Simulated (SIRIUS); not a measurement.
Zr:

```xyz
2
Lattice="3.2320 0.0000 0.0000 -1.6160 2.7990 0.0000 0.0000 0.0000 5.1470" Properties=species:S:1:pos:R:3 pbc="T T T"
Zr    1.6160    0.9330    3.8603
Zr    0.0000    1.8660    1.2868
```

```yaml
Program: SIRIUS 7.10.0
Task: relaxation of cell and atoms
Functional: PBEsol
Dispersion: D3(BJ)
Potentials_or_basis: PseudoDojo 0.4.1 PBE standard (scalar relativistic)
Cutoff: 915 eV
Density_cutoff: 3659 eV
k_mesh: 4 × 4 × 2
Occupations: fermi-dirac, width 0.05 eV
Spin: no spin polarisation
```

At the start: pressure -6.6 GPa; volume 23.28 Å³/atom.

How do energy, volume and symmetry change on relaxing?

Over 4 steps the energy falls by 34.9 meV/atom and the volume is 21.67 Å³/atom (-6.9 %); space group P6_3/mmc (No. 194, to 0.05 Å).

The path:
```
step  energy change (eV)  largest force (eV/Å)  pressure (GPa)  volume (Å³)
   1              0.0000                0.0000           -6.56        46.56
   2             -0.0341                0.0000           -4.81        45.62
   3             -0.0698                0.0000            0.08        43.30
   4             -0.0698                0.0000           -0.01        43.34
```

Final structure:
```cif
data_structure
_symmetry_space_group_name_H-M 'P 1'
_symmetry_Int_Tables_number 1
_cell_length_a 3.1633
_cell_length_b 3.1633
_cell_length_c 5.0015
_cell_angle_alpha 90.000
_cell_angle_beta 90.000
_cell_angle_gamma 120.000
_cell_volume 43.34
loop_
_atom_site_label
_atom_site_type_symbol
_atom_site_fract_x
_atom_site_fract_y
_atom_site_fract_z
_atom_site_occupancy
Zr1 Zr 0.66667 0.33333 0.75000 1
Zr2 Zr 0.33333 0.66667 0.25000 1
```

Caveat: the k mesh is coarse (spacing up to 0.61 Å⁻¹), so the values aren't converged; the potentials were made for another functional, which shifts forces and pressure; pairwise dispersion overbinds metals, which lowers pressure and volume.
